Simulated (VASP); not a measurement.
CdTe: equilibrium volume by level of theory

The structure is cubic, space group F-43m (No. 216). Conventional cell: a = 6.564 Å, b = 6.564 Å, c = 6.564 Å, α = 90.00°, β = 90.00°, γ = 90.00°. Around Cd (site symmetry -43m) lie 4 Te at 2.84 Å. Te (site symmetry -43m) is surrounded by 4 Cd at 2.84 Å.

The cell is a database's computed one, not the measured one.

| rung | level | program and potentials | cutoff (eV) | k mesh | equilibrium volume (Å³/atom) | notes |
| --- | --- | --- | --- | --- | --- | --- |
| LDA | LDA | VASP, LDA PAW files Cd, Te, 600 eV | 600 | 10 × 10 × 10 | 33.07 | - |
| GGA | PBE | VASP, PBE PAW files Cd, Te, 600 eV | 600 | 10 × 10 × 10 | 36.31 | - |
| GGA + dispersion | PBE+D3(BJ) | VASP, PBE PAW files Cd, Te, 600 eV | 600 | 10 × 10 × 10 | 34.67 | - |
| GGA | PBEsol | VASP, PBE PAW files Cd, Te, 580 eV | 580 | 10 × 10 × 10 | 34.26 | potentials made for PBE |
| GGA | PBEsol | VASP, PBE PAW files Cd, Te, 600 eV | 600 | 10 × 10 × 10 | 34.25 | potentials made for PBE |
| GGA | PBEsol | VASP, PBE PAW files Cd, Te, 600 eV | 600 | 4 × 4 × 4 | 34.45 | potentials made for PBE |
| GGA | RPBE | VASP, PBE PAW files Cd, Te, 600 eV | 600 | 10 × 10 × 10 | 37.97 | potentials made for PBE |

Task: relaxation of cell and atoms. All rows: no spin polarisation. Meshes differ between rows, which moves values too. Meshes are those of the run's cell of 2 atoms unless a note names another. Relaxations start from the cell shown or near it and stop with a little pressure left. Runs on faulty files, with rough fits or with known faults for this quantity aren't shown. No row holds spin-orbit coupling.

By rung: LDA 33.07; GGA 34.25 to 37.97; GGA + dispersion 34.67 (Å³/atom).
